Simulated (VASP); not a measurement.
Results of a VASP single-point calculation on AlN (strained rocksalt)

POSCAR

```
Al N
 1.0000000000000000
     0.0000000000000000    1.9784910831000000    1.9784910831000000
     1.9784910831000000    0.0000000000000000    1.9784910831000000
     1.9784910831000000    1.9784910831000000    0.0000000000000000
 Al  N
   1   1
Cartesian
  0.0000000000000000  0.0000000000000000  0.0000000000000000
  1.9784910831000000  1.9784910831000000  1.9784910831000000
```

- gap between bands v and c: 5.87 eV
- least direct gap: 7.52 eV

Band v is the last that the valence electrons fill when counted band by band, and c is the next. Levels in eV from the top of v:

```csv
point,v−1,v,c,c+1
Γ,0.00,0.00,7.52,13.13
X,-3.07,-3.07,5.87,6.16
K,-5.84,-2.56,7.12,10.62
L,-1.29,-1.29,7.34,12.46
W,-6.19,-4.13,9.79,12.03
```

Q: Which of these levels of theory gave these results?
A. PBE0
B. PBE with spin–orbit coupling
C. PBEsol
D. PBE
E. LDA
F. HSE06
G. r²SCAN

A: G.

The INCAR was:

```
METAGGA = R2SCAN
ALGO = Normal
IBRION = -1
SIGMA = 0.01
LCHARG = .FALSE.
ENCUT = 520
LASPH = .TRUE.
EDIFF = 1E-7
LREAL = .FALSE.
PREC = Accurate
ISMEAR = 0
ISIF = 2
NSW = 0
LWAVE = .FALSE.
NBANDS = 11
NELM = 120
```
